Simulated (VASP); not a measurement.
# BN (P6_3mc) in VASP: relaxation of cell and atoms with LDA

Aim: the relaxation of cell and atoms of BN with LDA.

All numbers are computed with VASP 6.6.1; they aren't measurements. Logs are shortened: lines on timing, memory, paths and dates and some standing lists are left out, and cuts for length are marked.

**1. The structure**

Symmetry: P6_3mc, No. 186, hexagonal system. The conventional cell has a = 2.550 Å, b = 2.550 Å, c = 4.210 Å, α = 90.00°, β = 90.00°, γ = 120.00°. B (site symmetry 3m) is surrounded by 4 N at 1.56 to 1.58 Å. Around N (site symmetry 3m) lie 4 B at 1.56 to 1.58 Å.

The cell was built by a generator and needn't be a form met in nature.

**2. Relaxation of cell and atoms, LDA**

The input, INCAR:

```
PREC = Accurate ; ENCUT = 600
EDIFF = 1E-7 ; ISMEAR = -1
SIGMA = 0.05 ; LREAL = F
LASPH = T ; NELM = 80
ALGO = Normal ; ISIF = 3
LWAVE = F ; LCHARG = F
IBRION = 2 ; NSW = 40
EDIFFG = -0.005 ; KPAR = 4
```

The input, KPOINTS:

```
regular mesh
0
Gamma
  12 12 8
```

The input, POSCAR:

```
BN
1.0
    2.5500000000      0.0000000000      0.0000000000
   -1.2750000000      2.2083647797      0.0000000000
    0.0000000000      0.0000000000      4.2100000000
B N
2 2
Direct
    0.3333333333      0.6666666667      0.0000000000
    0.6666666667      0.3333333333      0.5000000000
    0.3333333333      0.6666666667      0.3745000000
    0.6666666667      0.3333333333      0.8745000000
```

Potentials or basis: VASP PAW LDA potentials, release 64 (B, N).

Run with:

```
cat potpaw_LDA.64/B/POTCAR potpaw_LDA.64/N/POTCAR > POTCAR
mpirun -np 4 vasp_std > vasp.out
```

OUTCAR:

```text
PREC = Accurate
   ENCUT = 600
   EDIFF = 1E-7
   ISMEAR = -1
   LREAL = F
   LASPH = T
   NELM = 80
   ISIF = 3
   IBRION = 2
   NSW = 40
   EDIFFG = -0.005

 ion  position               nearest neighbor table
   1  0.333  0.667  0.000-   4 1.56   4 1.56   4 1.56   3 1.58
   2  0.667  0.333  0.500-   3 1.56   3 1.56   3 1.56   4 1.58
   3  0.333  0.667  0.374-   2 1.56   2 1.56   2 1.56   1 1.58
   4  0.667  0.333  0.874-   1 1.56   1 1.56   1 1.56   2 1.58

  LATTYP: Found a hexagonal cell.
 ALAT       =     2.5500000000
 C/A-ratio  =     1.6509803922

  Lattice vectors:

 A1 = (   2.5500000000,   0.0000000000,   0.0000000000)
 A2 = (  -1.2750000000,   2.2083647797,   0.0000000000)
 A3 = (   0.0000000000,   0.0000000000,   4.2100000000)

Analysis of symmetry for initial positions (statically):
=====================================================================
 Subroutine PRICEL returns:
 Original cell was already a primitive cell.

 Routine SETGRP: Setting up the symmetry group for a
 hexagonal supercell.

 Subroutine GETGRP returns: Found 12 space group operations
 (whereof  6 operations were pure point group operations)
 out of a pool of 24 trial point group operations.

The static configuration has the point symmetry C_3v.
 The point group associated with its full space group is C_6v.

Analysis of symmetry for dynamics (positions and initial velocities):
=====================================================================
 Subroutine PRICEL returns:
 Original cell was already a primitive cell.

 Routine SETGRP: Setting up the symmetry group for a
 hexagonal supercell.

 Subroutine GETGRP returns: Found 12 space group operations
 (whereof  6 operations were pure point group operations)
 out of a pool of 24 trial point group operations.

The dynamic configuration has the point symmetry C_3v.
 The point group associated with its full space group is C_6v.

 Subroutine INISYM returns: Found 12 space group operations
 (whereof  6 operations are pure point group operations),
 and found     1 'primitive' translations

----------------------------------------------------------------------------------------

                                     Primitive cell

  volume of cell :      23.7079

  direct lattice vectors                    reciprocal lattice vectors
     2.550000000  0.000000000  0.000000000     0.392156863  0.226411870  0.000000000
    -1.275000000  2.208364780  0.000000000     0.000000000  0.452823741  0.000000000
     0.000000000  0.000000000  4.210000000     0.000000000  0.000000000  0.237529691

  length of vectors
     2.550000000  2.550000000  4.210000000     0.452823741  0.452823741  0.237529691

  position of ions in fractional coordinates (direct lattice)
     0.333333333  0.666666667  0.000000000
     0.666666667  0.333333333  0.500000000
     0.333333333  0.666666667  0.374500000
     0.666666667  0.333333333  0.874500000

  ion indices of the primitive-cell ions
   primitive index   ion index
                 1           1
                 2           2
                 3           3
                 4           4

----------------------------------------------------------------------------------------

 KPOINTS: regular mesh

Automatic generation of k-mesh.
 Grid dimensions read from file:
 generate k-points for:   12   12    8

 Generating k-lattice:

  Cartesian coordinates                     Fractional coordinates (reciprocal lattice)
     0.032679739  0.018867656  0.000000000     0.083333333  0.000000000  0.000000000
     0.000000000  0.037735312  0.000000000     0.000000000  0.083333333  0.000000000
     0.000000000  0.000000000  0.029691211     0.000000000  0.000000000  0.125000000

  Length of vectors
     0.037735312  0.037735312  0.029691211

  Shift w.r.t. Gamma in fractional coordinates (k-lattice)
     0.000000000  0.000000000  0.000000000

 Subroutine IBZKPT returns following result:
 ===========================================

 Found     95 irreducible k-points:

 Following reciprocal coordinates:
            Coordinates               Weight
  0.000000  0.000000  0.000000      1.000000
  0.083333  0.000000  0.000000      6.000000
  0.166667  0.000000  0.000000      6.000000
  0.250000  0.000000  0.000000      6.000000
  0.333333  0.000000  0.000000      6.000000
  0.416667  0.000000  0.000000      6.000000
[... 16 lines left out ...]
  0.250000  0.000000  0.125000     12.000000
  0.333333  0.000000  0.125000     12.000000
 [... further k-points ...]
   k-points           NKPTS =     95   k-points in BZ     NKDIM =     95   number of bands    NBANDS=     12
   number of dos      NEDOS =    301   number of ions     NIONS =      4
   total plane-waves  NPLWV =  14400
   dimension x,y,z NGX =    20 NGY =   20 NGZ =   36
   dimension x,y,z NGXF=    40 NGYF=   40 NGZF=   72
   ions per type =               2   2
   NGX,Y,Z   is equivalent  to a cutoff of  13.04, 13.04, 14.22 a.u.
   NGXF,Y,Z  is equivalent  to a cutoff of  26.08, 26.08, 28.43 a.u.
 SYSTEM =  unknown system
   PREC   = accura    normal or accurate (medium, high low for compatibility)
   ISTART =      0    job   : 0-new  1-cont  2-samecut
   ICHARG =      2    charge: 1-file 2-atom 10-const
   ISPIN  =      1    spin polarized calculation?
   LNONCOLLINEAR =      F non collinear calculations
   LSORBIT =      F    spin-orbit coupling
   LASPH  =      T    aspherical Exc in radial PAW
   ENCUT  =  600.0 eV  44.10 Ry    6.64 a.u.   5.09  5.09  8.41*2*pi/ulx,y,z
   NELM   =     80;   NELMIN=  2; NELMDL= -5     # of ELM steps
   EDIFF  = 0.1E-06   stopping-criterion for ELM
   LREAL  =      F    real-space projection
   EDIFFG = -.5E-02   stopping-criterion for IOM
   NSW    =     40    number of steps for IOM
   IBRION =      2    ionic relax: 0-MD 1-quasi-New 2-CG
   NFREE  =      1    steps in history (QN), initial steepest desc. (CG)
   ISIF   =      3    stress and relaxation
   ISYM   =      2    0-nonsym 1-usesym 2-fastsym
   POTIM  = 0.5000    time-step for ionic-motion
   TEBEG  =    0.0;   TEEND  =   0.0 temperature during run
   PSTRESS=    0.0 pullay stress
   NELECT =      16.0000    total number of electrons
   NUPDOWN=      -1.0000    fix difference up-down
   EMIN   =  10.00;   EMAX   =-10.00  energy-range for DOS
   EFERMI =   0.00;   METHOD = LEGACY
   ISMEAR =    -1;   SIGMA  =   0.05  broadening in eV -4-tet -1-fermi 0-gaus
   EFERMI_NEDOS =   21; number of points for ismear=-14 and -15
   IALGO  =     38    algorithm
   IMIX   =      4    mixing-type and parameters
     AMIX     =   0.40;   BMIX     =  1.00
     AMIX_MAG =   1.60;   BMIX_MAG =  1.00
  volume/ion in A,a.u.               =       5.93        40.00
  Fermi-wavevector in a.u.,A,eV,Ry     =   1.435987  2.713622 28.056005  2.062058
  Thomas-Fermi vector in A             =   2.555225
   LORBIT       =      0    0 simple, 1 ext, 2 COOP (PROOUT), +10 PAW based schemes
   GGA     = CA    functional components
   LHFCALC =     F    Hartree Fock is set to
   AEXX    =    0.0000 exact exchange contribution
   IVDW    =     0    specifies the selected vdW correction
   LEPSILON=     F    determine dielectric tensor
   LRPA    =     F    only Hartree local field effects (RPA)
 conjugate gradient relaxation of ions
 non-spin polarized calculation
  energy-cutoff  :      600.00
  volume of cell :       23.71
 maximum number of plane-waves:       807
   NGX = 11   NGY = 11   NGZ = 17

--------------------------------------- Ionic step        1  -------------------------------------------

 number of electron      16.0000000 magnetization

 Free energy of the ion-electron system (eV)
  ---------------------------------------------------
  ext. energy  EPLUGINS =         0.00000000
  ---------------------------------------------------
  free energy    TOTEN  =       -38.74037294 eV

  energy without entropy =      -38.74037294  energy(sigma->0) =      -38.74037294

------------------------ aborting loop because EDIFF is reached ----------------------------------------

  FORCE on cell =-STRESS in cart. coord.  units (eV):
  Direction    XX          YY          ZZ          XY          YZ          ZX
  --------------------------------------------------------------------------------------
  -------------------------------------------------------------------------------------
  Total       -1.6629786     -1.6629786     -1.3747336      0.0000000      0.0000000      0.0000000
  in kB     -112.3839167   -112.3839168    -92.9043489      0.0000000      0.0000000      0.0000000
  external PRESSURE =    -105.8907275 kB  Pullay stress =       0.0000000 kB
[... 251 lines left out ...]
  energy  without entropy=      -38.7624869574  energy(sigma->0) =      -38.76248696

--------------------------------------- Ionic step        8  -------------------------------------------

 number of electron      16.0000002 magnetization

 Free energy of the ion-electron system (eV)
  ---------------------------------------------------
  ext. energy  EPLUGINS =         0.00000000
  ---------------------------------------------------
  free energy    TOTEN  =       -38.76248949 eV

  energy without entropy =      -38.76248949  energy(sigma->0) =      -38.76248949

 E-fermi :   8.7577     XC(G=0): -13.2136

 val. band max:        7.8620334760   @ k =   0.0000   0.0000   0.0000
 cond. band min:      12.7691480528   @ k =   0.3333   0.3333   0.0000
 fundamental gap:      4.9071145768
 Fermi energy:         8.7577104898

 k-point     1 :       0.0000    0.0000    0.0000
  band No.  band energies     occupation
      1     -12.6709      2.00000
      2      -8.3422      2.00000
      3      -3.3237      2.00000
      4       5.6774      2.00000
      5       5.6774      2.00000
      6       7.5666      2.00000
      7       7.8620      2.00000
      8       7.8620      2.00000
      9      16.1958      0.00000
     10      16.1958      0.00000
     11      16.4796      0.00000
     12      17.7706      0.00000
[... 331 lines left out ...]
 k-point    24 :       0.3333    0.0000    0.1250
  band No.  band energies     occupation
      1     -10.2221      2.00000
      2      -7.1037      2.00000
      3      -1.1494      2.00000
      4       0.0377      2.00000
      5       2.0109      2.00000
      6       3.3741      2.00000
      7       5.2383      2.00000
      8       6.0109      2.00000
      9      14.7758      0.00000
     10      16.3373      0.00000
     11      18.5976      0.00000
     12      19.1745      0.00000

 [... further k-points ...]

------------------------ aborting loop because EDIFF is reached ----------------------------------------

  FORCE on cell =-STRESS in cart. coord.  units (eV):
  Direction    XX          YY          ZZ          XY          YZ          ZX
  --------------------------------------------------------------------------------------
  -------------------------------------------------------------------------------------
  Total       -0.0006461     -0.0006461      0.0001668      0.0000000      0.0000000      0.0000000
  in kB       -0.0448911     -0.0448911      0.0115862      0.0000000      0.0000000      0.0000000
  external PRESSURE =      -0.0260653 kB  Pullay stress =       0.0000000 kB
[... 19 lines left out ...]
  FREE ENERGIE OF THE ION-ELECTRON SYSTEM (eV)
  ---------------------------------------------------
  free  energy   TOTEN  =       -38.7624894852 eV

  energy  without entropy=      -38.7624894851  energy(sigma->0) =      -38.76248949

 reached required accuracy - stopping structural energy minimisation
```

Run time: 21 s. Hardware: 4 MPI ranks of Intel Xeon Platinum 8488C (Sapphire Rapids), shared host; peak memory 0.14 GiB.

Results:

* Free energy: -38.7625 eV
* Relaxed volume: 5.76 Å³/atom
* Relaxed cell: a = 2.525 Å, b = 2.525 Å, c = 4.177 Å, α = 90.00°, β = 90.00°, γ = 120.00°
* Space group after relaxing (to 0.05 Å): P6_3mc (No. 186)
* Energy gained by relaxing: 5.5 meV/atom
* Ionic steps: 8
* Pressure after relaxing: 0.0 GPa
* Band gap on the k mesh: 4.91 eV, indirect (least direct gap 8.27 eV)

Step by step:
| step | energy change (eV) | largest force (eV/Å) | pressure (GPa) | volume (Å³) |
| --- | --- | --- | --- | --- |
| 1 | 0.0000 | 0.0125 | -10.59 | 23.71 |
| 2 | 0.0037 | 0.0711 | 12.54 | 22.39 |
| 3 | -0.0221 | 0.0235 | -0.06 | 23.06 |
| 4 | -0.0221 | 0.0243 | 0.17 | 23.05 |
| 5 | -0.0221 | 0.0257 | 0.16 | 23.05 |
| 6 | -0.0221 | 0.0014 | 0.17 | 23.05 |
| 7 | -0.0221 | 0.0009 | -0.12 | 23.07 |
| 8 | -0.0221 | 0.0001 | 0.00 | 23.06 |

Final structure:
```yaml
crystal:
  lattice:
    - [2.52465, 0.00000, 0.00000]
    - [-1.26233, 2.18641, 0.00000]
    - [0.00000, 0.00000, 4.17739]
  atoms:
    - { symbol: B, position: [0.33333, 0.66667, 0.00005] }
    - { symbol: B, position: [0.66667, 0.33333, 0.50005] }
    - { symbol: N, position: [0.33333, 0.66667, 0.37445] }
    - { symbol: N, position: [0.66667, 0.33333, 0.87445] }
```
